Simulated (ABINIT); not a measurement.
Crystal: Sb.

```
CELL_PARAMETERS angstrom
2.15420 1.24373 3.75800
-2.15420 1.24373 3.75800
0.00000 -2.48746 3.75800
ATOMIC_POSITIONS crystal
Sb 0.76651 0.76651 0.76651
Sb 0.23349 0.23349 0.23349
```

Base run:

* Program: ABINIT 10.8.3 (patched build)
* Functional: PBE
* Potentials or basis: PseudoDojo NC SR PBE v0.4.1 standard
* Cutoff: 1088 eV
* k mesh: 6 × 6 × 6
* Occupations: fermi-dirac, width 0.05 eV
* Spin: no spin polarisation

Its results: band gap on the k mesh none (metal or under the smearing width); pressure 2.7 GPa; largest force 0.094 eV/Å.

Q: The run is repeated on the same cell with these changes: functional from PBE to PBEsol; potentials or basis from PseudoDojo NC SR PBE v0.4.1 standard to PseudoDojo NC SR PBEsol v0.4 stringent; cutoff from 1088 eV to 1252 eV; valence electrons from 30 to 46. What comes out?

A: Band gap on the k mesh none (metal or under the smearing width); pressure -0.7 GPa; largest force 0.023 eV/Å.
